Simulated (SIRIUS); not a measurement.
# Rh (Fm-3m) in SIRIUS: convergence with k mesh, part 2 of 2

SIRIUS 7.12.0.

### Step 5. With k mesh 7 × 7 × 7

sirius.json

```json
{
  "control": {
    "processing_unit": "cpu",
    "std_evp_solver_name": "lapack",
    "gen_evp_solver_name": "lapack",
    "verbosity": 2,
    "print_forces": true,
    "ortho_rf": true,
    "use_second_variation": true,
    "rmt_max": 3.0,
    "num_bands_to_print": 17,
    "save_wf": true
  },
  "parameters": {
    "electronic_structure_method": "full_potential_lapwlo",
    "xc_functionals": ["XC_LDA_X", "XC_LDA_C_PW"],
    "core_relativity": "dirac",
    "valence_relativity": "iora",
    "num_fv_states": 17,
    "smearing": "fermi_dirac",
    "smearing_width": 0.0018374661,
    "pw_cutoff": 20,
    "gk_cutoff": 3.53,
    "lmax_apw": 10,
    "lmax_rho": 8,
    "lmax_pot": 8,
    "num_mag_dims": 0,
    "auto_rmt": 0,
    "ngridk": [7, 7, 7],
    "shiftk": [0, 0, 0],
    "num_dft_iter": 80,
    "energy_tol": 1e-07,
    "density_tol": 1e-05,
    "use_symmetry": true
  },
  "settings": {"tol_ne": 1e-10},
  "iterative_solver": {"type": "exact"},
  "mixer": {"type": "anderson", "beta": 0.5, "max_history": 8},
  "unit_cell": {
    "lattice_vectors": [[0.0, 3.5864167256, 3.5864167256], [3.5864167256, 0.0, 3.5864167256], [3.5864167256, 3.5864167256, 0.0]],
    "atom_types": ["Rh"],
    "atom_files": {"Rh": "Rh.json"},
    "atoms": {"Rh": [[0.0, 0.0, 0.0]]}
  }
}
```

Rh.json

```json
{
  "name": "rhodium",
  "symbol": "Rh",
  "number": 45,
  "mass": 102.9055,
  "rmin": 1e-06,
  "rmt": 2.49,
  "nrmt": 800,
  "rinf": 15.89,
  "core": "1s2s2p3s3p3d",
  "valence": [
    {"basis": [{"enu": 0.17, "dme": 0, "n": 0, "auto": 0}, {"enu": 0.17, "dme": 1, "n": 0, "auto": 0}]},
    {"l": 0, "n": 1, "basis": [{"enu": 0.27, "dme": 0, "n": 0, "auto": 0}]},
    {"l": 1, "n": 2, "basis": [{"enu": 0.27, "dme": 0, "n": 0, "auto": 0}]},
    {"l": 2, "n": 3, "basis": [{"enu": 0.27, "dme": 0, "n": 0, "auto": 0}]},
    {"l": 3, "n": 4, "basis": [{"enu": 0.27, "dme": 0, "n": 0, "auto": 0}]}
  ],
  "lo": [
    {"l": 0, "basis": [{"enu": 0.27, "dme": 0, "n": 0, "auto": 0}, {"enu": 0.27, "dme": 1, "n": 0, "auto": 0}]},
    {
      "l": 0,
      "basis": [{"enu": -2.5864, "dme": 0, "n": 4, "auto": 1}, {"enu": -2.5864, "dme": 1, "n": 4, "auto": 1}]
    },
    {
      "l": 0,
      "basis": [{"enu": -2.5864, "dme": 1, "n": 4, "auto": 1}, {"enu": 0.27, "dme": 0, "n": 0, "auto": 0}]
    },
    {"l": 0, "basis": [{"enu": 0.27, "dme": 0, "n": 0, "auto": 0}, {"enu": 2.8506, "dme": 0, "n": 0, "auto": 0}]},
    {"l": 1, "basis": [{"enu": 0.27, "dme": 0, "n": 0, "auto": 0}, {"enu": 0.27, "dme": 1, "n": 0, "auto": 0}]},
    {
      "l": 1,
      "basis": [{"enu": -1.4162, "dme": 0, "n": 4, "auto": 1}, {"enu": -1.4162, "dme": 1, "n": 4, "auto": 1}]
    },
    {
      "l": 1,
      "basis": [{"enu": -1.4162, "dme": 1, "n": 4, "auto": 1}, {"enu": 0.27, "dme": 0, "n": 0, "auto": 0}]
    },
    {"l": 1, "basis": [{"enu": 0.27, "dme": 0, "n": 0, "auto": 0}, {"enu": 3.2377, "dme": 0, "n": 0, "auto": 0}]},
    {"l": 2, "basis": [{"enu": 0.27, "dme": 0, "n": 0, "auto": 0}, {"enu": 0.27, "dme": 1, "n": 0, "auto": 0}]},
    {"l": 2, "basis": [{"enu": 0.27, "dme": 1, "n": 0, "auto": 0}, {"enu": 0.27, "dme": 2, "n": 0, "auto": 0}]},
    {"l": 2, "basis": [{"enu": 0.27, "dme": 0, "n": 0, "auto": 0}, {"enu": 2.7861, "dme": 0, "n": 0, "auto": 0}]},
    {"l": 3, "basis": [{"enu": 0.27, "dme": 0, "n": 0, "auto": 0}, {"enu": 0.27, "dme": 1, "n": 0, "auto": 0}]},
    {"l": 3, "basis": [{"enu": 0.27, "dme": 0, "n": 0, "auto": 0}, {"enu": 3.0764, "dme": 0, "n": 0, "auto": 0}]}
  ],
  "free_atom": [... radial grid and density of the free atom, the start of the SCF ...]
}
```

sirius_start.json

```json
{
  "control": {
    "processing_unit": "cpu",
    "std_evp_solver_name": "lapack",
    "gen_evp_solver_name": "lapack",
    "verbosity": 1,
    "print_forces": false,
    "ortho_rf": true,
    "use_second_variation": true,
    "rmt_max": 3.0,
    "num_bands_to_print": 17,
    "save_wf": false
  },
  "parameters": {
    "electronic_structure_method": "full_potential_lapwlo",
    "xc_functionals": ["XC_LDA_X", "XC_LDA_C_PW"],
    "core_relativity": "dirac",
    "valence_relativity": "iora",
    "num_fv_states": 17,
    "smearing": "fermi_dirac",
    "smearing_width": 0.0055123983,
    "pw_cutoff": 20,
    "gk_cutoff": 2.83,
    "lmax_apw": 10,
    "lmax_rho": 8,
    "lmax_pot": 8,
    "num_mag_dims": 0,
    "auto_rmt": 0,
    "ngridk": [3, 3, 3],
    "shiftk": [0, 0, 0],
    "num_dft_iter": 30,
    "energy_tol": 0.01,
    "density_tol": 0.05,
    "use_symmetry": true
  },
  "settings": {"tol_ne": 1e-10},
  "iterative_solver": {"type": "exact"},
  "mixer": {"type": "anderson", "beta": 0.5, "max_history": 8},
  "unit_cell": {
    "lattice_vectors": [[0.0, 3.5864167256, 3.5864167256], [3.5864167256, 0.0, 3.5864167256], [3.5864167256, 3.5864167256, 0.0]],
    "atom_types": ["Rh"],
    "atom_files": {"Rh": "Rh.json"},
    "atoms": {"Rh": [[0.0, 0.0, 0.0]]}
  }
}
```

The run is started by

```
OMP_NUM_THREADS=1 sirius.scf --input=sirius_start.json --output=start.json
OMP_NUM_THREADS=1 sirius.scf --input=sirius.json --output=output.json --task=1
```

Run time: 21 s. Hardware: 1 thread of Arm Neoverse V1, shared host; peak memory 0.25 GiB.

Results:

```yaml
Free_energy: -130089.7222 eV
Band_gap_on_the_k_mesh: none (metal or under the smearing width)
All_electrons_inside_the_program's_atomic_spheres: Rh 43.88 (radii Rh 2.49 bohr)
```

### Step 6. With k mesh 10 × 10 × 10

sirius.json: that of step 5 with these lines changed.

```diff
@@ -28,3 +28,3 @@
     "auto_rmt": 0,
-    "ngridk": [7, 7, 7],
+    "ngridk": [10, 10, 10],
     "shiftk": [0, 0, 0],
```

Rh.json

```json
{
  "name": "rhodium",
  "symbol": "Rh",
  "number": 45,
  "mass": 102.9055,
  "rmin": 1e-06,
  "rmt": 2.49,
  "nrmt": 800,
  "rinf": 15.89,
  "core": "1s2s2p3s3p3d",
  "valence": [
    {"basis": [{"enu": 0.18, "dme": 0, "n": 0, "auto": 0}, {"enu": 0.18, "dme": 1, "n": 0, "auto": 0}]},
    {"l": 0, "n": 1, "basis": [{"enu": 0.28, "dme": 0, "n": 0, "auto": 0}]},
    {"l": 1, "n": 2, "basis": [{"enu": 0.28, "dme": 0, "n": 0, "auto": 0}]},
    {"l": 2, "n": 3, "basis": [{"enu": 0.28, "dme": 0, "n": 0, "auto": 0}]},
    {"l": 3, "n": 4, "basis": [{"enu": 0.28, "dme": 0, "n": 0, "auto": 0}]}
  ],
  "lo": [
    {"l": 0, "basis": [{"enu": 0.28, "dme": 0, "n": 0, "auto": 0}, {"enu": 0.28, "dme": 1, "n": 0, "auto": 0}]},
    {
      "l": 0,
      "basis": [{"enu": -2.5764, "dme": 0, "n": 4, "auto": 1}, {"enu": -2.5764, "dme": 1, "n": 4, "auto": 1}]
    },
    {
      "l": 0,
      "basis": [{"enu": -2.5764, "dme": 1, "n": 4, "auto": 1}, {"enu": 0.28, "dme": 0, "n": 0, "auto": 0}]
    },
    {"l": 0, "basis": [{"enu": 0.28, "dme": 0, "n": 0, "auto": 0}, {"enu": 2.8606, "dme": 0, "n": 0, "auto": 0}]},
    {"l": 1, "basis": [{"enu": 0.28, "dme": 0, "n": 0, "auto": 0}, {"enu": 0.28, "dme": 1, "n": 0, "auto": 0}]},
    {
      "l": 1,
      "basis": [{"enu": -1.4062, "dme": 0, "n": 4, "auto": 1}, {"enu": -1.4062, "dme": 1, "n": 4, "auto": 1}]
    },
    {
      "l": 1,
      "basis": [{"enu": -1.4062, "dme": 1, "n": 4, "auto": 1}, {"enu": 0.28, "dme": 0, "n": 0, "auto": 0}]
    },
    {"l": 1, "basis": [{"enu": 0.28, "dme": 0, "n": 0, "auto": 0}, {"enu": 3.2477, "dme": 0, "n": 0, "auto": 0}]},
    {"l": 2, "basis": [{"enu": 0.28, "dme": 0, "n": 0, "auto": 0}, {"enu": 0.28, "dme": 1, "n": 0, "auto": 0}]},
    {"l": 2, "basis": [{"enu": 0.28, "dme": 1, "n": 0, "auto": 0}, {"enu": 0.28, "dme": 2, "n": 0, "auto": 0}]},
    {"l": 2, "basis": [{"enu": 0.28, "dme": 0, "n": 0, "auto": 0}, {"enu": 2.7961, "dme": 0, "n": 0, "auto": 0}]},
    {"l": 3, "basis": [{"enu": 0.28, "dme": 0, "n": 0, "auto": 0}, {"enu": 0.28, "dme": 1, "n": 0, "auto": 0}]},
    {"l": 3, "basis": [{"enu": 0.28, "dme": 0, "n": 0, "auto": 0}, {"enu": 3.0864, "dme": 0, "n": 0, "auto": 0}]}
  ],
  "free_atom": [... radial grid and density of the free atom, the start of the SCF ...]
}
```

sirius_start.json: that of step 5 with these lines changed.

```diff
@@ -28,3 +28,3 @@
     "auto_rmt": 0,
-    "ngridk": [3, 3, 3],
+    "ngridk": [4, 4, 4],
     "shiftk": [0, 0, 0],
```

Potentials or basis: all-electron FP-LAPW, apw+lo standard.

The run is started by

```
OMP_NUM_THREADS=1 sirius.scf --input=sirius_start.json --output=start.json
OMP_NUM_THREADS=1 sirius.scf --input=sirius.json --output=output.json --task=1
```

Wall time 20 s (1 thread of Arm Neoverse V1, shared host); peak memory 0.27 GiB.

What came out:

```yaml
Free_energy: -130089.6712 eV
Band_gap_on_the_k_mesh: none (metal or under the smearing width)
All_electrons_inside_the_program's_atomic_spheres: Rh 43.89 (radii Rh 2.49 bohr)
```

### Step 7. With k mesh 12 × 12 × 12

sirius.json: that of step 6 with these lines changed.

```diff
@@ -28,3 +28,3 @@
     "auto_rmt": 0,
-    "ngridk": [10, 10, 10],
+    "ngridk": [12, 12, 12],
     "shiftk": [0, 0, 0],
```

Rh.json

```json
{
  "name": "rhodium",
  "symbol": "Rh",
  "number": 45,
  "mass": 102.9055,
  "rmin": 1e-06,
  "rmt": 2.49,
  "nrmt": 800,
  "rinf": 15.89,
  "core": "1s2s2p3s3p3d",
  "valence": [
    {"basis": [{"enu": 0.19, "dme": 0, "n": 0, "auto": 0}, {"enu": 0.19, "dme": 1, "n": 0, "auto": 0}]},
    {"l": 0, "n": 1, "basis": [{"enu": 0.29, "dme": 0, "n": 0, "auto": 0}]},
    {"l": 1, "n": 2, "basis": [{"enu": 0.29, "dme": 0, "n": 0, "auto": 0}]},
    {"l": 2, "n": 3, "basis": [{"enu": 0.29, "dme": 0, "n": 0, "auto": 0}]},
    {"l": 3, "n": 4, "basis": [{"enu": 0.29, "dme": 0, "n": 0, "auto": 0}]}
  ],
  "lo": [
    {"l": 0, "basis": [{"enu": 0.29, "dme": 0, "n": 0, "auto": 0}, {"enu": 0.29, "dme": 1, "n": 0, "auto": 0}]},
    {
      "l": 0,
      "basis": [{"enu": -2.5664, "dme": 0, "n": 4, "auto": 1}, {"enu": -2.5664, "dme": 1, "n": 4, "auto": 1}]
    },
    {
      "l": 0,
      "basis": [{"enu": -2.5664, "dme": 1, "n": 4, "auto": 1}, {"enu": 0.29, "dme": 0, "n": 0, "auto": 0}]
    },
    {"l": 0, "basis": [{"enu": 0.29, "dme": 0, "n": 0, "auto": 0}, {"enu": 2.8706, "dme": 0, "n": 0, "auto": 0}]},
    {"l": 1, "basis": [{"enu": 0.29, "dme": 0, "n": 0, "auto": 0}, {"enu": 0.29, "dme": 1, "n": 0, "auto": 0}]},
    {
      "l": 1,
      "basis": [{"enu": -1.3962, "dme": 0, "n": 4, "auto": 1}, {"enu": -1.3962, "dme": 1, "n": 4, "auto": 1}]
    },
    {
      "l": 1,
      "basis": [{"enu": -1.3962, "dme": 1, "n": 4, "auto": 1}, {"enu": 0.29, "dme": 0, "n": 0, "auto": 0}]
    },
    {"l": 1, "basis": [{"enu": 0.29, "dme": 0, "n": 0, "auto": 0}, {"enu": 3.2577, "dme": 0, "n": 0, "auto": 0}]},
    {"l": 2, "basis": [{"enu": 0.29, "dme": 0, "n": 0, "auto": 0}, {"enu": 0.29, "dme": 1, "n": 0, "auto": 0}]},
    {"l": 2, "basis": [{"enu": 0.29, "dme": 1, "n": 0, "auto": 0}, {"enu": 0.29, "dme": 2, "n": 0, "auto": 0}]},
    {"l": 2, "basis": [{"enu": 0.29, "dme": 0, "n": 0, "auto": 0}, {"enu": 2.8061, "dme": 0, "n": 0, "auto": 0}]},
    {"l": 3, "basis": [{"enu": 0.29, "dme": 0, "n": 0, "auto": 0}, {"enu": 0.29, "dme": 1, "n": 0, "auto": 0}]},
    {"l": 3, "basis": [{"enu": 0.29, "dme": 0, "n": 0, "auto": 0}, {"enu": 3.0964, "dme": 0, "n": 0, "auto": 0}]}
  ],
  "free_atom": [... radial grid and density of the free atom, the start of the SCF ...]
}
```

sirius_start.json: that of step 6 with these lines changed.

```diff
@@ -28,3 +28,3 @@
     "auto_rmt": 0,
-    "ngridk": [4, 4, 4],
+    "ngridk": [5, 5, 5],
     "shiftk": [0, 0, 0],
```

The run is started by

```
OMP_NUM_THREADS=1 sirius.scf --input=sirius_start.json --output=start.json
OMP_NUM_THREADS=1 sirius.scf --input=sirius.json --output=output.json --task=1
```

Wall time 22 s (1 thread of Arm Neoverse V1, shared host); peak memory 0.29 GiB.

It converged, with:

```
Free energy                                       : -130089.6646 eV
Band gap on the k mesh                            : none (metal or under the smearing width)
All electrons inside the program's atomic spheres : Rh 43.89 (radii Rh 2.49 bohr)
```

### Step 8. With k mesh 15 × 15 × 15

sirius.json: that of step 7 with these lines changed.

```diff
@@ -28,3 +28,3 @@
     "auto_rmt": 0,
-    "ngridk": [12, 12, 12],
+    "ngridk": [15, 15, 15],
     "shiftk": [0, 0, 0],
```

Rh.json

```json
{
  "name": "rhodium",
  "symbol": "Rh",
  "number": 45,
  "mass": 102.9055,
  "rmin": 1e-06,
  "rmt": 2.49,
  "nrmt": 800,
  "rinf": 15.89,
  "core": "1s2s2p3s3p3d",
  "valence": [
    {"basis": [{"enu": 0.18, "dme": 0, "n": 0, "auto": 0}, {"enu": 0.18, "dme": 1, "n": 0, "auto": 0}]},
    {"l": 0, "n": 1, "basis": [{"enu": 0.28, "dme": 0, "n": 0, "auto": 0}]},
    {"l": 1, "n": 2, "basis": [{"enu": 0.28, "dme": 0, "n": 0, "auto": 0}]},
    {"l": 2, "n": 3, "basis": [{"enu": 0.28, "dme": 0, "n": 0, "auto": 0}]},
    {"l": 3, "n": 4, "basis": [{"enu": 0.28, "dme": 0, "n": 0, "auto": 0}]}
  ],
  "lo": [
    {"l": 0, "basis": [{"enu": 0.28, "dme": 0, "n": 0, "auto": 0}, {"enu": 0.28, "dme": 1, "n": 0, "auto": 0}]},
    {
      "l": 0,
      "basis": [{"enu": -2.5764, "dme": 0, "n": 4, "auto": 1}, {"enu": -2.5764, "dme": 1, "n": 4, "auto": 1}]
    },
    {
      "l": 0,
      "basis": [{"enu": -2.5764, "dme": 1, "n": 4, "auto": 1}, {"enu": 0.28, "dme": 0, "n": 0, "auto": 0}]
    },
    {"l": 0, "basis": [{"enu": 0.28, "dme": 0, "n": 0, "auto": 0}, {"enu": 2.8606, "dme": 0, "n": 0, "auto": 0}]},
    {"l": 1, "basis": [{"enu": 0.28, "dme": 0, "n": 0, "auto": 0}, {"enu": 0.28, "dme": 1, "n": 0, "auto": 0}]},
    {
      "l": 1,
      "basis": [{"enu": -1.4062, "dme": 0, "n": 4, "auto": 1}, {"enu": -1.4062, "dme": 1, "n": 4, "auto": 1}]
    },
    {
      "l": 1,
      "basis": [{"enu": -1.4062, "dme": 1, "n": 4, "auto": 1}, {"enu": 0.28, "dme": 0, "n": 0, "auto": 0}]
    },
    {"l": 1, "basis": [{"enu": 0.28, "dme": 0, "n": 0, "auto": 0}, {"enu": 3.2477, "dme": 0, "n": 0, "auto": 0}]},
    {"l": 2, "basis": [{"enu": 0.28, "dme": 0, "n": 0, "auto": 0}, {"enu": 0.28, "dme": 1, "n": 0, "auto": 0}]},
    {"l": 2, "basis": [{"enu": 0.28, "dme": 1, "n": 0, "auto": 0}, {"enu": 0.28, "dme": 2, "n": 0, "auto": 0}]},
    {"l": 2, "basis": [{"enu": 0.28, "dme": 0, "n": 0, "auto": 0}, {"enu": 2.7961, "dme": 0, "n": 0, "auto": 0}]},
    {"l": 3, "basis": [{"enu": 0.28, "dme": 0, "n": 0, "auto": 0}, {"enu": 0.28, "dme": 1, "n": 0, "auto": 0}]},
    {"l": 3, "basis": [{"enu": 0.28, "dme": 0, "n": 0, "auto": 0}, {"enu": 3.0864, "dme": 0, "n": 0, "auto": 0}]}
  ],
  "free_atom": [... radial grid and density of the free atom, the start of the SCF ...]
}
```

sirius_start.json: that of step 7 with these lines changed.

```diff
@@ -28,3 +28,3 @@
     "auto_rmt": 0,
-    "ngridk": [5, 5, 5],
+    "ngridk": [6, 6, 6],
     "shiftk": [0, 0, 0],
```

The run is started by

```
OMP_NUM_THREADS=1 sirius.scf --input=sirius_start.json --output=start.json
OMP_NUM_THREADS=1 sirius.scf --input=sirius.json --output=output.json --task=1
```

It took 25 s on 1 thread of Arm Neoverse V1, shared host; peak memory 0.32 GiB.

Results (log left out):

* Free energy: -130089.6622 eV
* Band gap on the k mesh: none (metal or under the smearing width)
* All electrons inside the program's atomic spheres: Rh 43.89 (radii Rh 2.49 bohr)

### Step 9. Result

| k mesh | energy less the tightest run, at zero smearing (meV/atom) | SCF cycles | CPU time (s) | peak memory (GiB) |
| --- | --- | --- | --- | --- |
| 2 × 2 × 2 | 3854.97 | 16 | 28 | 0.23 |
| 4 × 4 × 4 | -442.73 | 7 | 20 | 0.24 |
| 5 × 5 × 5 | 157.34 | 7 | 20 | 0.24 |
| 7 × 7 × 7 | -62.10 | 8 | 21 | 0.25 |
| 10 × 10 × 10 | -8.29 | 6 | 20 | 0.27 |
| 12 × 12 × 12 | -3.82 | 6 | 22 | 0.29 |
| 15 × 15 × 15 | 0.00 | 6 | 25 | 0.32 |

Not settled before the last step: the energy (to 1 meV/atom). Meshes of other sizes hit other points, so gaps and Fermi surfaces needn't settle smoothly. The tightest run that finished is the yardstick and may itself not be fully converged.
